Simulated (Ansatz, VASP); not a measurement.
# Si: VASP beside Ansatz

File INCAR:

```
SYSTEM = Si
  PREC = Accurate
  ENCUT = 520
  EDIFF = 1E-7
  ISMEAR = -1
  SIGMA = 0.05
  LREAL = .FALSE.
  LASPH = .TRUE.
  NELM = 60
  ALGO = Normal
  ISIF = 2
  LWAVE = .FALSE.
  LCHARG = .FALSE.
  GGA = CA
  NBANDS = 16
```

KPOINTS

```
regular mesh
0
G
  8 8 8
  0 0 0
```

The input POSCAR:

```
Si
1.0
   -3.3254442900      3.3254442900      1.9223856600
    3.3254442900     -3.3254442900      1.9223856600
    3.3254442900      3.3254442900     -1.9223856600
Si
4
Direct
    0.8211989400      0.1788010600      0.0000000000
    0.1788010600      0.8211989400      0.0000000000
    0.8211989400      0.8211989400      0.6423978800
    0.1788010600      0.1788010600      0.3576021200
```

input.yaml

```yaml
crystal:
  lattice:
    - [-3.32544429, 3.32544429, 1.92238566]
    - [3.32544429, -3.32544429, 1.92238566]
    - [3.32544429, 3.32544429, -1.92238566]
  atoms:
    - { symbol: Si, position: [0.82119894, 0.17880106, 0.0] }
    - { symbol: Si, position: [0.17880106, 0.82119894, 0.0] }
    - { symbol: Si, position: [0.82119894, 0.82119894, 0.64239788] }
    - { symbol: Si, position: [0.17880106, 0.17880106, 0.35760212] }
kpoints:
  mp_grid: { grid: [8, 8, 8] }
  band_path:
    path:
      - [0.0, 0.0, 0.0]
      - [0.0, 0.0, 0.5]
      - [-0.5, 0.5, 0.5]
      - [0.0, 0.0, 0.0]
      - [0.3335452363, 0.3335452363, -0.3335452363]
      - [0.25, 0.25, 0.25]
      - [0.0, 0.5, 0.0]
      - [-0.3335452363, 0.6664547637, 0.3335452363]
    npoints: 8
scf:
  occupations: { method: fermi_dirac, width: 0.05 }
hamiltonian:
  xc: lda
  pseudopotentials: { kind: all_electron, lapw: { basis_error: 0.002 } }
output:
  forces: true
  stress: true
  eigenvalues: true
```

Alike in both runs: functional LDA; k mesh 8 × 8 × 8; occupations fermi-dirac, width 0.05 eV; no spin polarisation.

```csv
,VASP,Ansatz
version,VASP 6.6.1,Ansatz 0.2.0
potentials or method,"VASP PAW LDA potentials, release 64 (Si)","all-electron LAPW, scalar-relativistic"
plane-wave cutoff (eV),520,see its input
task,single point,band structure
```

```csv
,VASP,Ansatz,Ansatz less VASP
gap on the k mesh at the Fermi level (eV),0.15,0.15,0.000
least direct gap on the mesh (eV),0.28,0.29,+0.004
pressure (GPa),-1.8,-1.9,-0.07
largest component of the traceless stress (GPa),0.15,0.13,-0.014
rms of the force components (eV/Å),0.012,0.014,+0.0019
```

Atom by atom the forces differ by 0.002 eV/Å (rms over components). Ansatz ran all-electron here, so the differences hold the error of VASP's frozen core and of both bases.
